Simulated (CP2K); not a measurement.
Crystal: HfC.

```
Hf C
1.0
     3.28805    0.00000    0.00000
     1.64402    2.84753    0.00000
     1.64402    0.94918    2.68468
Hf C
1 1
Direct
  0.50000 0.50000 0.50000
  0.00000 0.00000 0.00000
```

Base run:

| Item | Value |
| --- | --- |
| Program | CP2K 2026.2 |
| Functional | PBEsol |
| Dispersion | D4 |
| Potentials or basis | POTENTIAL_UZH Hf GTH-PBE-q12, C GTH-PBE-q4; TZVP-MOLOPT-PBE-GTH basis |
| Density cutoff | 6123 eV |
| k mesh | 10 × 10 × 10 |
| Occupations | fermi-dirac, width 0.05 eV |
| Spin | no spin polarisation |

Its results: band gap on the k mesh none (metal or under the smearing width); pressure -8.4 GPa.

Task: After a change of settings the same cell gave: band gap on the k mesh none (metal or under the smearing width); pressure -10.7 GPa. Which change was it?
A. dispersion from D4 to rVV10
B. dispersion from D4 to D3(BJ)+ATM
C. dispersion from D4 to D3
D. dispersion from D4 to none

Result: B.

Caveats: the potentials were made for another functional, which shifts forces and pressure; the basis of atomic orbitals isn't converged, which shifts pressures, moduli and gaps; pairwise dispersion overbinds metals, which lowers pressure and volume.
